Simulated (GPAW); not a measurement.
Set up this calculation in GPAW 26.7.0, as an ASE script.

| Item | Value |
| --- | --- |
| Task | band structure |
| Functional | BLYP |
| Potentials or basis | PAW data sets generated in the run's folder for this functional |
| Cutoff | 600 eV |
| Basis | pw |
| k mesh | 7 × 7 × 7 |
| Occupations | fermi-dirac, width 0.1 eV |
| Spin | spin-orbit coupling, no magnetisation |
| Eigensolver | davidson |
| Maxiter | 150 |
| Band path | XGY,LGZ,NGM,RG |
| Band points | 80 |
| spin axis theta (degrees) | 0 |
| spin axis phi (degrees) | 0 |
| Soc after scf | second variation |

The structure of Hf lies in Hf.xyz:

```xyz
1
Lattice="-1.8385930000 1.8598650000 1.8337790000 1.8210430000 -1.8028630000 1.7592260000 1.7966730000 1.7609430000 -1.7767760000" Properties=species:S:1:pos:R:3 pbc="T T T"
Hf    -0.0234876193     -0.0032289865      0.0174408386
```

This isn't the form of Hf at room conditions, which is hcp.

The cell isn't the ideal one: cell strained at random at fixed volume.

The input as run:

run.py

```python
import numpy as np
from ase.dft.bandgap import bandgap
from ase.io import read, write
from ase.units import GPa
from gpaw import GPAW, PW, setup_paths
from gpaw.spinorbit import soc_eigenstates

setup_paths.insert(0, '.')

atoms = read('Hf.xyz')

calc = GPAW(mode=PW(600),
            xc='BLYP',
            kpts={'size': (7, 7, 7), 'gamma': True},
            occupations={'name': 'fermi-dirac', 'width': 0.1},
            nbands=14,
            convergence={'density': 1e-05, 'energy': 1e-05},
            eigensolver='davidson',
            maxiter=150,
            txt='gpaw.txt')
atoms.calc = calc
energy = atoms.get_potential_energy()
forces = atoms.get_forces()
stress = atoms.get_stress()
calc.write('gs.gpw')
write('result.traj', atoms)
print(f'Energy: {energy:.6f} eV')
print('Forces (eV/A):')
print(forces.round(4))
print('Stress (GPa):', (stress / GPa).round(3))
print('Fermi level:', round(calc.get_fermi_level(), 4), 'eV')
print(f'Gap: {bandgap(calc)[0]:.4f} eV, direct: {bandgap(calc, direct=True)[0]:.4f} eV')

path = atoms.cell.bandpath('XGY,LGZ,NGM,RG', npoints=80, eps=1e-4)
bs_calc = calc.fixed_density(kpts=path, symmetry='off', nbands=22,
                             convergence={'bands': 'CBM+6.0', 'eigenstates': 1e-6}, txt='bands.txt')
bs = bs_calc.band_structure()
bs.write('bs.json')
print(f'Gap on the path: {bandgap(bs_calc)[0]:.4f} eV')

soc = soc_eigenstates(bs_calc, theta=0, phi=0)
np.savetxt('soc_bands.dat', soc.eigenvalues(), fmt='%.4f')
mesh = soc_eigenstates('gs.gpw', theta=0, phi=0)
np.savetxt('soc_mesh.dat', mesh.eigenvalues(), fmt='%.4f')
print('Fermi level with spin-orbit coupling:', round(mesh.fermi_level, 4), 'eV')
```

Potentials or basis: PAW data sets generated in the run's folder for this functional, pw.

Command:

```sh
$ gpaw-setup -f BLYP Hf
$ OMP_NUM_THREADS=1 python run.py
```

Results of the run:

```json
{
 "Pressure": "-1.3 GPa",
 "Band gap along the path": "none (metal or under the smearing width)"
}
```

Caveat: spin-orbit coupling was added after a scalar SCF, so levels and gaps hold it while energy, forces, pressure and moments don't; this program's spin-orbit splittings come out too wide for heavy elements.

Run time: 42 s on 1 thread of Arm Neoverse V1, with other jobs on the host, peak memory 0.25 GiB.
